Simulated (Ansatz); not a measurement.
**GaN under changes of volume**

One of the cells (11.444 Å³/atom); the others are scaled copies at fixed shape and fractional positions:

```xyz
2
Lattice="0.0000 2.2535 2.2535 2.2535 0.0000 2.2535 2.2535 2.2535 0.0000" Properties=species:S:1:pos:R:3 pbc="T T T"
Ga    0.0000    0.0000    0.0000
N     1.1268    1.1268    1.1268
```

The cell is a database's computed one.

| Property | Result |
| --- | --- |
| Program | Ansatz 0.2.0 |
| Functional | revPBE |
| Dispersion | D3(BJ) |
| Potentials or basis | Ansatz PAW |
| Cutoff | 420 eV (not typed: the program's choice for these potentials) |
| k mesh | 10 × 10 × 10 |
| Occupations | fermi-dirac, width 0.05 eV |
| Spin | no spin polarisation |

| volume (Å³/atom) | energy over the lowest point (meV/atom) | pressure (GPa) | gap on the mesh (eV) |
| --- | --- | --- | --- |
| 10.757 | ? | ? | ? |
| 10.986 | 13.18 | 8.9 | 2.00 |
| 11.215 | 3.65 | 4.5 | 1.87 |
| 11.444 | 0.00 | 0.7 | 1.74 |
| 11.673 | 1.55 | -2.8 | 1.62 |
| 11.902 | 7.85 | -5.9 | 1.49 |
| 12.131 | 18.40 | -8.7 | 1.37 |

**Question.** What does the run at 10.757 Å³/atom give?

**Answer.** Energy over the lowest point 29.28 meV/atom; pressure 13.7 GPa; gap on the mesh 2.13 eV.

Worked out: A Birch-Murnaghan fit of order 3 (a polynomial in V^(-2/3)) to the other rows has its minimum at 11.49 Å³/atom with B0 = V·E''(V) = 180 GPa and B' = 4.3. It gives 29.19 meV/atom at 10.757 Å³/atom, against the run's 29.28, and -dE/dV = 13.6 GPa, against 13.7. A straight line through the other rows of the gap, of slope -6.36 eV per unit of ln V (its deformation potential), extrapolates to 2.13 eV, against the run's 2.13.

Energies are extrapolated to zero smearing.

Caveats: the PAW data sets come from PBE, with cores solved anew for the run's functional, which leaves a small shift of forces and pressure.

Spin-orbit coupling on Ga is left out.
